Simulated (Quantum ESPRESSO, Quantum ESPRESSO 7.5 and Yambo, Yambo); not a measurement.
## InSe (GaSe type monolayer): G0W0 with Yambo, start to end

How does a plane-wave GW calculation on InSe (GaSe type monolayer) run from the first input to the gap?

Main program and level: Quantum ESPRESSO 7.5 and Yambo 5.3.0; PBEsol and many-body steps on it, plane waves.

**Experimental background.**

- Gap 2.84 ± 0.05 eV: optical, A exciton (c-v at Gamma) from PL; photoluminescence; 300 K; monolayer (exfoliated monolayer) (“Indirect to direct gap crossover in two-dimensional InSe revealed by ARPES”, 2019, arxiv:1901.06943).

### Step 1. Starting point

The cell holds 4 atoms: 2 In and 2 Se. Cell: a = 3.957 Å, b = 3.957 Å, c = 19.000 Å, α = 90.0°, β = 90.0°, γ = 120.0°. Vacuum lies along c.

The structure was relaxed with PBEsol-D3(BJ). The runs that relaxed it are not among those shown.

### Step 2. Ground state

This step: Quantum ESPRESSO 7.5; DFT, PBEsol, plane waves, norm-conserving pseudopotentials.

The ground-state density comes first.

pw.in

```
&control
  calculation = 'scf'
  prefix = 'x'
  outdir = 'o'
  pseudo_dir = 'pseudo'
/
&system
  ibrav = 0
  nat = 4
  ntyp = 2
  ecutwfc = 104.0
  nbnd = 51
  force_symmorphic = .true.
/
&electrons
  conv_thr = 1e-10
  electron_maxstep = 80
  mixing_beta = 0.5
/
ATOMIC_SPECIES
  In 114.82 In.upf
  Se 78.971 Se.upf
CELL_PARAMETERS angstrom
  3.9567306721 -0.0000000000 0.0000000000
  -1.9783653360 3.4266292780 0.0000000000
  0.0000000000 0.0000000000 19.0000000000
ATOMIC_POSITIONS crystal
  In 0.3333333333 0.6666666667 0.5725359841
  In 0.3333333333 0.6666666667 0.4274640159
  Se 0.6666666667 0.3333333333 0.6409379668
  Se 0.6666666667 0.3333333333 0.3590620332
K_POINTS automatic
  9 9 1 0 0 0
```

Command:

```bash
$ OMP_NUM_THREADS=1 mpirun -n 4 pw.x -nk 4 -in pw.in > pw.out
```

Output:

```text
Program PWSCF v.7.5 starts

     This program is part of the open-source Quantum ESPRESSO suite
     for quantum simulation of materials; please cite
         "P. Giannozzi et al., J. Phys.:Condens. Matter 21 395502 (2009);
         "P. Giannozzi et al., J. Phys.:Condens. Matter 29 465901 (2017);
         "P. Giannozzi et al., J. Chem. Phys. 152 154105 (2020);
     in publications or presentations arising from this work. More details at
     Message from routine setup:
     using ibrav=0 with symmetry is DISCOURAGED, use correct ibrav instead

     G-vector sticks info

     bravais-lattice index     =            0
     lattice parameter (alat)  =       7.4771  a.u.
     unit-cell volume          =    1738.4164 (a.u.)^3
     number of atoms/cell      =            4
     number of atomic types    =            2
     number of electrons       =        90.00
     number of Kohn-Sham states=           51
     kinetic-energy cutoff     =     104.0000  Ry
     charge density cutoff     =     416.0000  Ry
     scf convergence threshold =      1.0E-10
     mixing beta               =       0.5000
     number of iterations used =            8  plain     mixing
     Exchange-correlation= PBESOL
                           (   1   4  10   8   0   0   0)

     celldm(1)=   7.477137  celldm(2)=   0.000000  celldm(3)=   0.000000
     celldm(4)=   0.000000  celldm(5)=   0.000000  celldm(6)=   0.000000

     crystal axes: (cart. coord. in units of alat)
               a(1) = (   1.000000  -0.000000   0.000000 )
               a(2) = (  -0.500000   0.866025   0.000000 )
               a(3) = (   0.000000   0.000000   4.801944 )

     reciprocal axes: (cart. coord. in units 2 pi/alat)
               b(1) = (  1.000000  0.577350 -0.000000 )
               b(2) = (  0.000000  1.154701 -0.000000 )
               b(3) = ( -0.000000 -0.000000  0.208249 )
     Pseudo is Norm-conserving + core correction, Zval = 21.0
     Generated using ONCVPSP code by D. R. Hamann
     Using radial grid of 1940 points,  6 beta functions with:
     Pseudo is Norm-conserving + core correction, Zval = 24.0
     Generated using ONCVPSP code by D. R. Hamann
     Using radial grid of 1198 points,  6 beta functions with:
     In               21.00   114.82000     In( 1.00)
     Se               24.00    78.97100     Se( 1.00)

     12 Sym. Ops. (no inversion) found

   Cartesian axes

     site n.     atom                  positions (alat units)
         1        In     tau(   1) = (  -0.0000000   0.5773503   2.7492859  )
         2        In     tau(   2) = (  -0.0000000   0.5773503   2.0526584  )
         3        Se     tau(   3) = (   0.5000000   0.2886751   3.0777484  )
         4        Se     tau(   4) = (   0.5000000   0.2886751   1.7241959  )

     number of k points=    12
                       cart. coord. in units 2pi/alat
        k(    1) = (   0.0000000   0.0000000   0.0000000), wk =   0.0246914
        k(    2) = (   0.0000000   0.1283001   0.0000000), wk =   0.1481481
        k(    3) = (   0.0000000   0.2566001   0.0000000), wk =   0.1481481
        k(    4) = (   0.0000000   0.3849002   0.0000000), wk =   0.1481481
        k(    5) = (   0.0000000   0.5132002   0.0000000), wk =   0.1481481
        k(    6) = (   0.1111111   0.1924501   0.0000000), wk =   0.1481481
        k(    7) = (   0.1111111   0.3207501   0.0000000), wk =   0.2962963
        k(    8) = (   0.1111111   0.4490502   0.0000000), wk =   0.2962963
        k(    9) = (   0.1111111   0.5773503   0.0000000), wk =   0.1481481
        k(   10) = (   0.2222222   0.3849002   0.0000000), wk =   0.1481481
        k(   11) = (   0.2222222   0.5132002   0.0000000), wk =   0.2962963
        k(   12) = (   0.3333333   0.5773503   0.0000000), wk =   0.0493827

     Dense  grid:   249131 G-vectors     FFT dimensions: (  50,  50, 240)

     Initial potential from superposition of free atoms

     starting charge      89.9929, renormalised to      90.0000
     Starting wfcs are   52 randomized atomic wfcs

     per-process dynamical memory:   235.9 Mb

     Self-consistent Calculation

     iteration #  1     ecut=   104.00 Ry     beta= 0.50

     Threshold (ethr) on eigenvalues was too large:
     Diagonalizing with lowered threshold

     total energy              =   -2149.61853371 Ry
     estimated scf accuracy    <       0.12397000 Ry

     iteration #  2     ecut=   104.00 Ry     beta= 0.50

     total energy              =   -2149.62635599 Ry
     estimated scf accuracy    <       0.12154232 Ry

     iteration #  3     ecut=   104.00 Ry     beta= 0.50

     total energy              =   -2149.65113428 Ry
     estimated scf accuracy    <       0.01458856 Ry

     iteration #  4     ecut=   104.00 Ry     beta= 0.50

     total energy              =   -2149.65280396 Ry
     estimated scf accuracy    <       0.00062568 Ry

     iteration #  5     ecut=   104.00 Ry     beta= 0.50

     total energy              =   -2149.65284500 Ry
     estimated scf accuracy    <       0.00004541 Ry

     iteration #  6     ecut=   104.00 Ry     beta= 0.50

     total energy              =   -2149.65285182 Ry
     estimated scf accuracy    <       0.00000170 Ry

     iteration #  7     ecut=   104.00 Ry     beta= 0.50

     total energy              =   -2149.65285201 Ry
     estimated scf accuracy    <       0.00000017 Ry

     iteration #  8     ecut=   104.00 Ry     beta= 0.50

     total energy              =   -2149.65285205 Ry
     estimated scf accuracy    <          8.7E-09 Ry

     iteration #  9     ecut=   104.00 Ry     beta= 0.50

     total energy              =   -2149.65285205 Ry
     estimated scf accuracy    <          6.6E-10 Ry

     iteration # 10     ecut=   104.00 Ry     beta= 0.50

     total energy              =   -2149.65285205 Ry
     estimated scf accuracy    <          1.4E-10 Ry

     iteration # 11     ecut=   104.00 Ry     beta= 0.50

     End of self-consistent calculation

          k = 0.0000 0.0000 0.0000 ( 31041 PWs)   bands (ev):

  -206.2588-206.2588-145.9462-145.9462-145.9462-145.9462-145.9135-145.9135
  -114.1218-114.1199 -72.6502 -72.6502 -72.6480 -72.6480 -72.6279 -72.5999
   -46.3486 -46.3486 -46.3486 -46.3486 -46.3164 -46.3164 -46.3164 -46.3164
   -46.3044 -46.3044 -13.6450 -13.4355 -13.4355 -13.3385 -13.3385 -13.3308
   -13.3308 -13.1386 -13.1386 -13.1337 -12.3346 -12.1699  -5.1808  -2.7949
    -0.0198  -0.0198   0.0579   0.0579   0.2230   2.1261   3.2975   5.5187
     5.5715   5.5715   5.9061

          k = 0.0000 0.1283 0.0000 ( 31083 PWs)   bands (ev):

  -206.2588-206.2588-145.9462-145.9462-145.9462-145.9462-145.9135-145.9135
  -114.1218-114.1199 -72.6502 -72.6502 -72.6481 -72.6480 -72.6279 -72.5999
   -46.3486 -46.3486 -46.3486 -46.3486 -46.3164 -46.3164 -46.3164 -46.3164
   -46.3044 -46.3044 -13.6448 -13.4879 -13.4338 -13.4016 -13.3349 -13.3287
   -13.3233 -13.1771 -13.1398 -13.0740 -12.1904 -12.0367  -5.1058  -2.8226
    -0.7392  -0.6236  -0.1817  -0.0850   0.2874   2.7226   3.9277   4.9085
     5.6895   5.6920   5.9474

          k = 0.0000 0.2566 0.0000 ( 31143 PWs)   bands (ev):

  -206.2588-206.2588-145.9462-145.9462-145.9462-145.9462-145.9135-145.9135
  -114.1218-114.1199 -72.6503 -72.6502 -72.6482 -72.6481 -72.6279 -72.5998
   -46.3486 -46.3486 -46.3485 -46.3485 -46.3165 -46.3165 -46.3164 -46.3164
   -46.3044 -46.3044 -13.6655 -13.5674 -13.5181 -13.4322 -13.3451 -13.3038
   -13.3014 -13.1954 -13.1425 -13.0226 -11.8359 -11.7021  -4.9594  -3.1397
    -1.8354  -1.3764  -0.5465  -0.4110   0.2791   3.2751   3.4943   5.2567
     5.3682   5.8317   6.1136

          k = 0.0000 0.3849 0.0000 ( 31165 PWs)   bands (ev):

     [... further k-points ...]

     highest occupied, lowest unoccupied level (ev):     0.3054    2.1261

!    total energy              =   -2149.65285205 Ry
     estimated scf accuracy    <          1.9E-12 Ry

     The total energy is the sum of the following terms:
     one-electron contribution =   -6319.79240821 Ry
     hartree contribution      =    3083.33670952 Ry
     xc contribution           =    -225.73854178 Ry
     ewald contribution        =    1312.54138843 Ry

     convergence has been achieved in  11 iterations

     XML data file, charge density, pseudopotentials, collected wavefunctions

=------------------------------------------------------------------------------=
   JOB DONE.
=------------------------------------------------------------------------------=
```

Elapsed: 94 s, on 4 MPI ranks of Arm Neoverse V2, shared host; peak memory 1.6 GiB.

This step gave:

```
total energy               : -29247.5170 eV
gap                        : 1.821 eV
k of the valence top       : 0.1111, 0.1111, 0
k of the conduction bottom : 0, 0, 0
least direct gap           : 1.903 eV
```

The gap is indirect, with the least direct gap 0.08 eV higher.

### Step 3. Bands along the symmetry lines

Levels along a band path, at the cheap level, show where the edges lie and whether the meshes to come will hold them.

pw.in

```
&control
  calculation = 'bands'
  prefix = 'x'
  outdir = 'o'
  pseudo_dir = 'pseudo'
/
&system
  ibrav = 0
  nat = 4
  ntyp = 2
  ecutwfc = 104.0
  nbnd = 51
  force_symmorphic = .true.
/
&electrons
  conv_thr = 1e-9
  electron_maxstep = 80
  diago_full_acc = .true.
  diago_thr_init = 5e-6
/
ATOMIC_SPECIES
  In 114.82 In.upf
  Se 78.971 Se.upf
CELL_PARAMETERS angstrom
  3.9567306721 -0.0000000000 0.0000000000
  -1.9783653360 3.4266292780 0.0000000000
  0.0000000000 0.0000000000 19.0000000000
ATOMIC_POSITIONS crystal
  In 0.3333333333 0.6666666667 0.5725359841
  In 0.3333333333 0.6666666667 0.4274640159
  Se 0.6666666667 0.3333333333 0.6409379668
  Se 0.6666666667 0.3333333333 0.3590620332
K_POINTS crystal
  25
  0.00000000 0.00000000 0.00000000 1
  0.06250000 0.00000000 0.00000000 1
  0.12500000 0.00000000 0.00000000 1
  0.18750000 0.00000000 0.00000000 1
  0.25000000 0.00000000 0.00000000 1
  0.31250000 0.00000000 0.00000000 1
  0.37500000 0.00000000 0.00000000 1
  0.43750000 0.00000000 0.00000000 1
  0.50000000 0.00000000 0.00000000 1
  0.47916667 0.04166667 0.00000000 1
  0.45833333 0.08333333 0.00000000 1
  0.43750000 0.12500000 0.00000000 1
  0.41666666 0.16666666 0.00000000 1
  0.39583333 0.20833333 0.00000000 1
  0.37500000 0.25000000 0.00000000 1
  0.35416666 0.29166666 0.00000000 1
  0.33333333 0.33333333 0.00000000 1
  0.29166666 0.29166666 0.00000000 1
  0.25000000 0.25000000 0.00000000 1
  0.20833333 0.20833333 0.00000000 1
  0.16666666 0.16666666 0.00000000 1
  0.12500000 0.12500000 0.00000000 1
  0.08333333 0.08333333 0.00000000 1
  0.04166667 0.04166667 0.00000000 1
  0.00000000 0.00000000 0.00000000 1
```

Output:

```text
[banner, memory and clock lines left out]
Program PWSCF v.7.5 starts

     Atomic positions and unit cell read from directory:
     o/x.save/

     Message from routine setup:
     using ibrav=0 with symmetry is DISCOURAGED, use correct ibrav instead

     G-vector sticks info

     bravais-lattice index     =            0
     lattice parameter (alat)  =       7.4771  a.u.
     unit-cell volume          =    1738.4164 (a.u.)^3
     number of atoms/cell      =            4
     number of atomic types    =            2
     number of electrons       =        90.00
     number of Kohn-Sham states=           51
     kinetic-energy cutoff     =     104.0000  Ry
     charge density cutoff     =     416.0000  Ry
     Exchange-correlation= PBESOL
                           (   1   4  10   8   0   0   0)

     celldm(1)=   7.477137  celldm(2)=   0.000000  celldm(3)=   0.000000
     celldm(4)=   0.000000  celldm(5)=   0.000000  celldm(6)=   0.000000

     crystal axes: (cart. coord. in units of alat)
               a(1) = (   1.000000  -0.000000   0.000000 )
               a(2) = (  -0.500000   0.866025   0.000000 )
               a(3) = (   0.000000   0.000000   4.801944 )

     reciprocal axes: (cart. coord. in units 2 pi/alat)
               b(1) = (  1.000000  0.577350 -0.000000 )
               b(2) = (  0.000000  1.154701 -0.000000 )
               b(3) = ( -0.000000 -0.000000  0.208249 )
     Pseudo is Norm-conserving + core correction, Zval = 21.0
     Generated using ONCVPSP code by D. R. Hamann
     Using radial grid of 1940 points,  6 beta functions with:
     Pseudo is Norm-conserving + core correction, Zval = 24.0
     Generated using ONCVPSP code by D. R. Hamann
     Using radial grid of 1198 points,  6 beta functions with:
     In               21.00   114.82000     In( 1.00)
     Se               24.00    78.97100     Se( 1.00)

     12 Sym. Ops. (no inversion) found

   Cartesian axes

     site n.     atom                  positions (alat units)
         1        In     tau(   1) = (  -0.0000000   0.5773503   2.7492859  )
         2        In     tau(   2) = (  -0.0000000   0.5773503   2.0526584  )
         3        Se     tau(   3) = (   0.5000000   0.2886751   3.0777484  )
         4        Se     tau(   4) = (   0.5000000   0.2886751   1.7241959  )

     number of k points=    25
                       cart. coord. in units 2pi/alat
        k(    1) = (   0.0000000   0.0000000   0.0000000), wk =   0.0800000
        k(    2) = (   0.0625000   0.0360844   0.0000000), wk =   0.0800000
        k(    3) = (   0.1250000   0.0721688   0.0000000), wk =   0.0800000
[...]
[... 13 further rows ...]
        k(   24) = (   0.0416667   0.0721688   0.0000000), wk =   0.0800000
        k(   25) = (   0.0000000   0.0000000   0.0000000), wk =   0.0800000

     Dense  grid:   249131 G-vectors     FFT dimensions: (  50,  50, 240)

     The potential is recalculated from file :
     o/x.save/charge-density

     Starting wfcs are   52 randomized atomic wfcs

     Band Structure Calculation

     End of band structure calculation

          k = 0.0000 0.0000 0.0000 ( 31041 PWs)   bands (ev):

  -206.2588-206.2588-145.9462-145.9462-145.9462-145.9462-145.9135-145.9135
  -114.1218-114.1199 -72.6502 -72.6502 -72.6480 -72.6480 -72.6279 -72.5998
   -46.3486 -46.3486 -46.3486 -46.3486 -46.3164 -46.3164 -46.3164 -46.3164
   -46.3044 -46.3044 -13.6450 -13.4355 -13.4355 -13.3385 -13.3385 -13.3308
   -13.3308 -13.1386 -13.1386 -13.1337 -12.3346 -12.1699  -5.1808  -2.7949
[...]
5.5715   5.5715   5.9061

          k = 0.0625 0.0361 0.0000 ( 31041 PWs)   bands (ev):

  -206.2588-206.2588-145.9462-145.9462-145.9462-145.9462-145.9135-145.9135
  -114.1218-114.1199 -72.6502 -72.6502 -72.6480 -72.6480 -72.6279 -72.5998
[...]
5.5945   5.6142   5.9407

          k = 0.1250 0.0722 0.0000 ( 31071 PWs)   bands (ev):

  -206.2588-206.2588-145.9462-145.9462-145.9462-145.9462-145.9135-145.9135
  -114.1218-114.1199 -72.6502 -72.6502 -72.6481 -72.6480 -72.6279 -72.5998
[...]
5.7132   5.7299   5.9145

[...]
k = 0.0417 0.0722 0.0000 ( 31037 PWs)   bands (ev):

  -206.2588-206.2588-145.9462-145.9462-145.9462-145.9462-145.9135-145.9135
  -114.1218-114.1199 -72.6502 -72.6502 -72.6480 -72.6480 -72.6279 -72.5998
[...]
5.6021   5.6335   5.9495

          k = 0.0000 0.0000 0.0000 ( 31041 PWs)   bands (ev):

  -206.2588-206.2588-145.9462-145.9462-145.9462-145.9462-145.9135-145.9135
  -114.1218-114.1199 -72.6502 -72.6502 -72.6480 -72.6480 -72.6279 -72.5998
[...]
-13.3308 -13.1386 -13.1386 -13.1337 -12.3346 -12.1699  -5.1808  -2.7949
    -0.0198  -0.0198   0.0579   0.0579   0.2230   2.1261   3.2975   5.5187
     5.5715   5.5715   5.9061

     XML data file, pseudopotentials, collected wavefunctions
```

Wall time 46 s (4 MPI ranks); peak memory 1.2 GiB.

This step gave:

```
gap                        : 1.825 eV
k of the valence top       : 0.0833, 0.0833, 0
k of the conduction bottom : 0, 0, 0
least direct gap           : 1.903 eV
```

The gap is 1.825 eV, +0.004 eV from the run before at this level.

The electronic bands at the labelled points (eV, zero at the top of the highest filled band):

```tsv
point	band 42	band 43	band 44	band 45	band 46	band 47	band 48	band 49
Γ	-0.32	-0.24	-0.24	-0.08	1.82	3.00	5.22	5.27
halfway	-1.75	-0.95	-0.80	-0.06	2.98	2.99	4.92	5.04
M	-1.56	-1.45	-1.25	-0.96	2.35	2.47	4.22	4.58
halfway	-2.19	-1.90	-1.35	-0.95	2.68	3.00	4.38	4.92
K	-2.82	-1.76	-1.27	-1.08	2.51	3.31	4.08	5.03
halfway	-1.69	-1.54	-1.30	-0.10	3.31	3.40	4.49	5.40
Γ	-0.32	-0.24	-0.24	-0.08	1.82	3.00	5.22	5.27
```

[end of part 1 of 3]

[Paths, hosts, dates, memory and timing lines, banners, echoed tables and standing remarks are left out of the program output.]

[Logs are printed without paths, hosts, clocks, repeated set-up lines and the standing remarks that a program may print on its own settings, such as how far it seeks lower states.]

[Runs of the session that timed out or met a known fault of the program may be left out.]

[Hosts, paths, dates, database ids (printed as entryN), source tags and the programs' standing remarks are cut or masked in the printed files.]
